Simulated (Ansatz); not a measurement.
(001) slab cut from the bulk of MoS2, 15 Å of vacuum:

```yaml
crystal:
  lattice:
    - [3.12041, 0.00000, 0.00000]
    - [-1.56020, 2.70235, 0.00000]
    - [0.00000, 0.00000, 21.08603]
  atoms:
    - { symbol: Mo, position: [0.66667, 0.33333, 0.35569] }
    - { symbol: S, position: [0.33333, 0.66667, 0.43162] }
    - { symbol: S, position: [0.66667, 0.33333, 0.56838] }
    - { symbol: Mo, position: [0.33333, 0.66667, 0.64431] }
```

All numbers below come from DFT PBEsol, scalar-relativistic, plane waves, PAW in Ansatz 0.2.0. Plane waves to 420 eV, a k mesh through Γ of 12×12×1 on the computed 4-atom cell and Gaussian smearing (0.10 eV); no spin polarisation. A dipole correction removes the field between periodic images along c.

This base run converges in 8 iterations with a largest force of 1.784 eV/Å and a work function of 4.33 eV on the top face.

One setting at a time is then changed, some of them on purpose to poor values; changes count from the base run, energies are extrapolated to zero smearing, atoms stay where they are, a change of functional drops any dispersion correction, and risky runs are capped at 50 to 100 iterations. The slab isn't stoichiometric (MoS).

Task: What does each change do? field of -0.3 V/Å along c; vacuum of 5 Å; occupations fermi-dirac 0.3 eV; k mesh 2×2×1; occupations gaussian 1.5 eV; occupations gaussian 0.01 eV; no dipole correction, vacuum of 8 Å; functional LDA; no dipole correction, vacuum of 15 Å.

Result:
```tsv
change	outcome	SCF iterations	ΔE (meV/atom)	Δφ top (eV)	largest force (eV/Å)	largest change of a force (eV/Å)
field of -0.3 V/Å along c	converged	11	-5.2		1.790	0.009
vacuum of 5 Å	converged with warnings	8	-29.2	-1.12	1.741	0.258
occupations fermi-dirac 0.3 eV	converged	8	+13.7	+0.21	1.774	0.013
k mesh 2×2×1	converged	12	+439.3	+1.28	1.415	0.369
occupations gaussian 1.5 eV	converged	8	+44.6	+0.45	1.539	0.245
occupations gaussian 0.01 eV	converged	8	0.0	-0.03	1.784	0.001
no dipole correction, vacuum of 8 Å	converged	8	-0.2		1.783	0.002
functional LDA	converged	8		+0.20	1.951	0.252
no dipole correction, vacuum of 15 Å	converged	8	0.0		1.784	0.000
```

The smearing is narrow for a metal on this mesh. In some of the runs (vacuum 5) charge leaks into the vacuum, so their work functions can be off.

The reference crystal is a form of MoS2, which isn't its usual structure.

Cost: 10 runs of about 0.63 core-minutes in all, on Intel Xeon 6975P-C (Granite Rapids) (shared hosts).